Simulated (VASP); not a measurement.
# ZnS (Wurtzite-2H) (P6_3mc) in VASP: notebook

Aim: see how the results for ZnS (Wurtzite-2H) move with the level of theory and the settings. Levels: BLYP+D4, revTPSS, MS2, PBE, HSE06. Tasks: relaxation of cell and atoms, single point.

Program: VASP 6.6.1. These are calculated values, not measurements. Logs are shortened: lines on timing, memory, paths and dates and some standing lists are left out, and cuts for length are marked.

**The experiment to reproduce.**

From a printed reference work, monograph, for a bulk crystal of ZnS at 4 K: band gap 3.911 eV (direct).

The runs below are set against these values where they give the same quantity.

## 1. Starting point

The structure is hexagonal, space group P6_3mc (No. 186). Conventional cell: a = 3.811 Å, b = 3.811 Å, c = 6.234 Å, α = 90.00°, β = 90.00°, γ = 120.00°. Zn (site symmetry 3m) is surrounded by 4 S at 2.31 to 2.40 Å. Around S (site symmetry 3m) lie 4 Zn at 2.31 to 2.40 Å.

## 2. Relaxation of cell and atoms, BLYP+D4

INCAR reads:

```
  PREC = Accurate
  ENCUT = 600
  EDIFF = 1E-7
  ISMEAR = -1
  SIGMA = 0.05
  LREAL = F
  LASPH = T
  NELM = 100
  ALGO = Fast
  ISIF = 3
  LWAVE = F
  LCHARG = F
  GGA = B5
  ALDAX = 1.0
  AGGAX = 1.0
  AGGAC = 1.0
  ALDAC = 0.0
  IVDW = 13
  VDW_S6 = 1.0
  VDW_S8 = 2.34076671
  VDW_A1 = 0.44488865
  VDW_A2 = 4.0933009
  IBRION = 2
  NSW = 40
  EDIFFG = -0.005
```

KPOINTS reads:

```
Automatic mesh
0
Gamma
  8 8 5
```

POSCAR reads:

```
ZnS
1.0
    3.8110000000      0.0000000000      0.0000000000
   -1.9055000000      3.3004228138      0.0000000000
    0.0000000000      0.0000000000      6.2340000000
Zn S
2 2
Direct
    0.6666666667      0.3333333333      0.5000000000
    0.3333333333      0.6666666667      0.0000000000
    0.6666666667      0.3333333333      0.8850000000
    0.3333333333      0.6666666667      0.3850000000
```

Potentials or basis: VASP PAW PBE potentials, release 64 (Zn, S).

Launch:

```console
> cat potpaw_PBE.64/Zn/POTCAR potpaw_PBE.64/S/POTCAR > POTCAR
> mpirun -np 1 vasp_std > vasp.out
```

OUTCAR:

```text
PREC = Accurate
   ENCUT = 600
   EDIFF = 1E-7
   ISMEAR = -1
   LREAL = F
   LASPH = T
   NELM = 100
   ISIF = 3
   GGA = B5
   IVDW = 13
   IBRION = 2
   NSW = 40
   EDIFFG = -0.005

 ion  position               nearest neighbor table
   1  0.667  0.333  0.500-   4 2.31   4 2.31   4 2.31   3 2.40
   2  0.333  0.667  0.000-   3 2.31   3 2.31   3 2.31   4 2.40
   3  0.667  0.333  0.885-   2 2.31   2 2.31   2 2.31   1 2.40
   4  0.333  0.667  0.385-   1 2.31   1 2.31   1 2.31   2 2.40

  LATTYP: Found a hexagonal cell.
 ALAT       =     3.8110000000
 C/A-ratio  =     1.6357911309

  Lattice vectors:

 A1 = (   3.8110000000,   0.0000000000,   0.0000000000)
 A2 = (  -1.9055000000,   3.3004228138,   0.0000000000)
 A3 = (   0.0000000000,   0.0000000000,   6.2340000000)

Analysis of symmetry for initial positions (statically):
=====================================================================
 Subroutine PRICEL returns:
 Original cell was already a primitive cell.

 Routine SETGRP: Setting up the symmetry group for a
 hexagonal supercell.

 Subroutine GETGRP returns: Found 12 space group operations
 (whereof  6 operations were pure point group operations)
 out of a pool of 24 trial point group operations.

The static configuration has the point symmetry C_3v.
 The point group associated with its full space group is C_6v.

Analysis of symmetry for dynamics (positions and initial velocities):
=====================================================================
 Subroutine PRICEL returns:
 Original cell was already a primitive cell.

 Routine SETGRP: Setting up the symmetry group for a
 hexagonal supercell.

 Subroutine GETGRP returns: Found 12 space group operations
 (whereof  6 operations were pure point group operations)
 out of a pool of 24 trial point group operations.

The dynamic configuration has the point symmetry C_3v.
 The point group associated with its full space group is C_6v.

 Subroutine INISYM returns: Found 12 space group operations
 (whereof  6 operations are pure point group operations),
 and found     1 'primitive' translations

----------------------------------------------------------------------------------------

                                     Primitive cell

  volume of cell :      78.4107

  direct lattice vectors                    reciprocal lattice vectors
     3.811000000  0.000000000  0.000000000     0.262398321  0.151495741  0.000000000
    -1.905500000  3.300422814  0.000000000     0.000000000  0.302991482  0.000000000
     0.000000000  0.000000000  6.234000000     0.000000000  0.000000000  0.160410651

  length of vectors
     3.811000000  3.811000000  6.234000000     0.302991482  0.302991482  0.160410651

  position of ions in fractional coordinates (direct lattice)
     0.666666667  0.333333333  0.500000000
[... 85 lines left out ...]
   NSW    =     40    number of steps for IOM
   IBRION =      2    ionic relax: 0-MD 1-quasi-New 2-CG
   NFREE  =      1    steps in history (QN), initial steepest desc. (CG)
   ISIF   =      3    stress and relaxation
   ISYM   =      2    0-nonsym 1-usesym 2-fastsym
   POTIM  = 0.5000    time-step for ionic-motion
   TEBEG  =    0.0;   TEEND  =   0.0 temperature during run
   PSTRESS=    0.0 pullay stress
   NELECT =      36.0000    total number of electrons
   NUPDOWN=      -1.0000    fix difference up-down
   EMIN   =  10.00;   EMAX   =-10.00  energy-range for DOS
   EFERMI =   0.00;   METHOD = LEGACY
   ISMEAR =    -1;   SIGMA  =   0.05  broadening in eV -4-tet -1-fermi 0-gaus
   EFERMI_NEDOS =   21; number of points for ismear=-14 and -15
   IALGO  =     68    algorithm
   IMIX   =      4    mixing-type and parameters
     AMIX     =   0.40;   BMIX     =  1.00
     AMIX_MAG =   1.60;   BMIX_MAG =  1.00
  volume/ion in A,a.u.               =      19.60       132.29
  Fermi-wavevector in a.u.,A,eV,Ry     =   1.262943  2.386617 21.701647  1.595026
  Thomas-Fermi vector in A             =   2.396326
   LORBIT       =      0    0 simple, 1 ext, 2 COOP (PROOUT), +10 PAW based schemes
   GGA     = B5    functional components
   LHFCALC =     F    Hartree Fock is set to
   AEXX    =    0.0000 exact exchange contribution
   IVDW    =    13    specifies the selected vdW correction
   LEPSILON=     F    determine dielectric tensor
   LRPA    =     F    only Hartree local field effects (RPA)
 conjugate gradient relaxation of ions
 non-spin polarized calculation
 RMM-DIIS sequential band-by-band and
  energy-cutoff  :      600.00
  volume of cell :       78.41
 maximum number of plane-waves:      2643
   NGX = 15   NGY = 15   NGZ = 25

--------------------------------------- Ionic step        1  -------------------------------------------

 number of electron      36.0000045 magnetization

 Free energy of the ion-electron system (eV)
  ---------------------------------------------------
  ext. energy  EPLUGINS =         0.00000000
  ---------------------------------------------------
  free energy    TOTEN  =       -11.50238874 eV

  energy without entropy =      -11.50238874  energy(sigma->0) =      -11.50238874

------------------------ aborting loop because EDIFF is reached ----------------------------------------

  DFT-D4 for vdW energy calculation

  Edisp (eV):   -2.32750
[... 111 lines left out ...]
  FREE ENERGIE OF THE ION-ELECTRON SYSTEM (eV)
  ---------------------------------------------------
  free  energy   TOTEN  =       -13.8484569260 eV

  energy  without entropy=      -13.8484569258  energy(sigma->0) =      -13.84845693

[... ionic steps 4 to 7 ...]

--------------------------------------- Ionic step        8  -------------------------------------------

 number of electron      36.0000013 magnetization

------------------------ aborting loop because EDIFF is reached ----------------------------------------
[... 79 lines left out ...]
--------------------------------------- Ionic step       10  -------------------------------------------

 number of electron      36.0000013 magnetization

 Free energy of the ion-electron system (eV)
  ---------------------------------------------------
  ext. energy  EPLUGINS =         0.00000000
  ---------------------------------------------------
  free energy    TOTEN  =       -11.55202119 eV

  energy without entropy =      -11.55202119  energy(sigma->0) =      -11.55202119

 E-fermi :   3.4762     XC(G=0):  -9.0984

 val. band max:        2.4777441090   @ k =   0.0000   0.0000   0.0000
 cond. band min:       4.6431899149   @ k =   0.0000   0.0000   0.0000
 fundamental gap:      2.1654458059
 Fermi energy:         3.4761527579

 k-point     1 :       0.0000    0.0000    0.0000
  band No.  band energies     occupation
      1     -10.6376      2.00000
      2      -9.7341      2.00000
      3      -3.9640      2.00000
      4      -3.9449      2.00000
      5      -3.9449      2.00000
      6      -3.8632      2.00000
[... 589 lines left out ...]
     21       7.8977      0.00000
     22       8.2991      0.00000

 [... further k-points ...]

------------------------ aborting loop because EDIFF is reached ----------------------------------------

  DFT-D4 for vdW energy calculation

  Edisp (eV):   -2.30432
[... 27 lines left out ...]
  FREE ENERGIE OF THE ION-ELECTRON SYSTEM (eV)
  ---------------------------------------------------
  free  energy   TOTEN  =       -13.8563374302 eV

  energy  without entropy=      -13.8563374301  energy(sigma->0) =      -13.85633743

 reached required accuracy - stopping structural energy minimisation
```

OSZICAR:

```text
N       E                     dE             d eps       ncg     rms          rms(c)
DAV:   1     0.255986028937E+03    0.25599E+03   -0.19165E+04  1320   0.219E+03
[... 108 lines left out ...]
       N       E                     dE             d eps       ncg     rms          rms(c)
DAV:   1    -0.115520504972E+02    0.69051E-03   -0.47565E-04  1536   0.373E-01    0.405E-02
RMM:   2    -0.115520247102E+02    0.25787E-04   -0.10835E-04  1320   0.129E-01    0.168E-02
RMM:   3    -0.115520216199E+02    0.30903E-05   -0.10119E-05  1320   0.223E-02    0.729E-03
RMM:   4    -0.115520210050E+02    0.61485E-06   -0.34343E-06  1359   0.137E-02    0.504E-03
RMM:   5    -0.115520212374E+02   -0.23238E-06   -0.88711E-07  1317   0.115E-02    0.155E-03
RMM:   6    -0.115520211863E+02    0.51072E-07   -0.27144E-07   838   0.482E-03
  10 F= -.13856337E+02 E0= -.13856337E+02  d E =-.114276E-04
```

CONTCAR:

```text
ZnS
   1.00000000000000
     3.8146166300742146    0.0000000000000000   -0.0000000000000000
    -1.9073083150371073    3.3035549073203088    0.0000000000000000
    -0.0000000000000000   -0.0000000000000000    6.2792240632095986
  Zn              S
     2     2
Direct
     0.6666666667000030    0.3333333332999970    0.5058783207255168
     0.3333333332999970    0.6666666667000030    0.0058783207255167
     0.6666666667000030    0.3333333332999970    0.8791216792744813
     0.3333333332999970    0.6666666667000030    0.3791216792744812

  0.00000000E+00  0.00000000E+00  0.00000000E+00
  0.00000000E+00  0.00000000E+00  0.00000000E+00
  0.00000000E+00  0.00000000E+00  0.00000000E+00
  0.00000000E+00  0.00000000E+00  0.00000000E+00
```

Wall time 15 min (1 thread of Intel Xeon Platinum 8175M at 2.50GHz (Skylake/Cascade Lake), shared host); peak memory 0.23 GiB.

What came out:

```yaml
Free_energy: -13.8563 eV
Relaxed_volume: 19.78 Å³/atom
Relaxed_cell: a = 3.815 Å, b = 3.815 Å, c = 6.279 Å, α = 90.00°, β = 90.00°, γ = 120.00°
Space_group_after_relaxing_to_0.05_Å: P6_3mc (No. 186)
Energy_gained_by_relaxing: 6.6 meV/atom
Ionic_steps: 10
Pressure_after_relaxing: 0.0 GPa
Band_gap_on_the_k_mesh: 2.17 eV, direct
Dispersion_energy_per_atom: -0.576 eV
```

Step by step:
| step | energy change (eV) | largest force (eV/Å) | pressure (GPa) | volume (Å³) |
| --- | --- | --- | --- | --- |
| 1 | 0.0000 | 0.3493 | 0.90 | 78.41 |
| 2 | -0.0186 | 0.1043 | -0.55 | 79.66 |
| 3 | -0.0186 | 0.1121 | -0.43 | 79.62 |
| 4 | -0.0229 | 0.0549 | -0.01 | 79.18 |
| 5 | -0.0244 | 0.0089 | 0.41 | 78.73 |
| 6 | -0.0264 | 0.0038 | 0.02 | 79.11 |
| 7 | -0.0264 | 0.0036 | 0.03 | 79.09 |
| 8 | -0.0264 | 0.0033 | 0.05 | 79.08 |
| 9 | -0.0264 | 0.0008 | -0.03 | 79.15 |
| 10 | -0.0264 | 0.0003 | 0.01 | 79.13 |

Final structure:
```cif
data_structure
_symmetry_space_group_name_H-M 'P 1'
_symmetry_Int_Tables_number 1
_cell_length_a 3.8146
_cell_length_b 3.8146
_cell_length_c 6.2792
_cell_angle_alpha 90.000
_cell_angle_beta 90.000
_cell_angle_gamma 120.000
_cell_volume 79.13
loop_
_atom_site_label
_atom_site_type_symbol
_atom_site_fract_x
_atom_site_fract_y
_atom_site_fract_z
_atom_site_occupancy
Zn1 Zn 0.66667 0.33333 0.50588 1
Zn2 Zn 0.33333 0.66667 0.00588 1
S1 S 0.66667 0.33333 0.87912 1
S2 S 0.33333 0.66667 0.37912 1
```

Caveat: the PAW data sets were made with another functional, which shifts forces and pressure a little. Zero-point motion and thermal expansion aren't in these numbers.

## 3. Relaxation of cell and atoms, revTPSS

INCAR reads:

```
SYSTEM = ZnS
  PREC = Accurate
  ENCUT = 600
  EDIFF = 1E-7
  ISMEAR = -1
  SIGMA = 0.05
  LREAL = .FALSE.
  LASPH = .TRUE.
  NELM = 60
  ALGO = Normal
  ISIF = 3
  LWAVE = .FALSE.
  LCHARG = .FALSE.
  METAGGA = RTPSS
  LMIXTAU = .TRUE.
  IBRION = 2
  NSW = 40
  EDIFFG = -0.005
```

KPOINTS reads:

```
regular mesh
0
G
  8 8 5
  0 0 0
```

POSCAR is that of step 2.

Potentials or basis: VASP PAW PBE potentials, release 64 (Zn, S).

Launch:

```console
> cat potpaw_PBE.64/Zn/POTCAR potpaw_PBE.64/S/POTCAR > POTCAR
> mpirun -np 1 vasp_std > vasp.out
```

Wall time 19 min (1 thread of Intel Xeon Platinum 8559C (Emerald Rapids), shared host); peak memory 0.25 GiB.

The run converged. Its results:

```yaml
Free_energy: -5.7060 eV
Relaxed_volume: 19.76 Å³/atom
Relaxed_cell: a = 3.820 Å, b = 3.820 Å, c = 6.256 Å, α = 90.00°, β = 90.00°, γ = 120.00°
Space_group_after_relaxing_to_0.05_Å: P6_3mc (No. 186)
Energy_gained_by_relaxing: 5.2 meV/atom
Ionic_steps: 9
Pressure_after_relaxing: 0.0 GPa
Band_gap_on_the_k_mesh: 2.33 eV, direct
```

The path:
```tsv
step	energy change (eV)	largest force (eV/Å)	pressure (GPa)	volume (Å³)
1	0.0000	0.2956	0.80	78.41
2	-0.0156	0.0932	-0.39	79.53
3	-0.0156	0.0908	-0.42	79.54
4	-0.0182	0.0423	-0.01	79.08
5	-0.0187	0.0049	0.30	78.75
6	-0.0205	0.0029	0.16	78.89
7	-0.0207	0.0014	0.10	78.95
8	-0.0207	0.0022	-0.05	79.12
9	-0.0207	0.0008	0.01	79.05
```

Final structure:
```xyz
4
Lattice="3.8199 0.0000 0.0000 -1.9099 3.3081 0.0000 0.0000 0.0000 6.2556" Properties=species:S:1:pos:R:3 pbc="T T T"
Zn    1.9099    1.1027    3.1600
Zn    0.0000    2.2054    0.0322
S     1.9099    1.1027    5.5040
S     0.0000    2.2054    2.3762
```

Levels at points of the mesh, in eV from the valence-band top:
| k point | band 15 | band 16 | band 17 | band 18 | band 19 | band 20 | band 21 | band 22 |
| --- | --- | --- | --- | --- | --- | --- | --- | --- |
| (0.00, 0.00, 0.00) | -0.89 | -0.07 | 0.00 | 0.00 | 2.33 | 3.23 | 6.52 | 6.52 |
| (0.50, 0.00, 0.00) | -3.29 | -2.24 | -1.70 | -0.88 | 3.75 | 4.41 | 5.16 | 7.08 |

Caveat: the PAW data sets were made with another functional, which shifts forces and pressure a little.

[end of part 1 of 2]
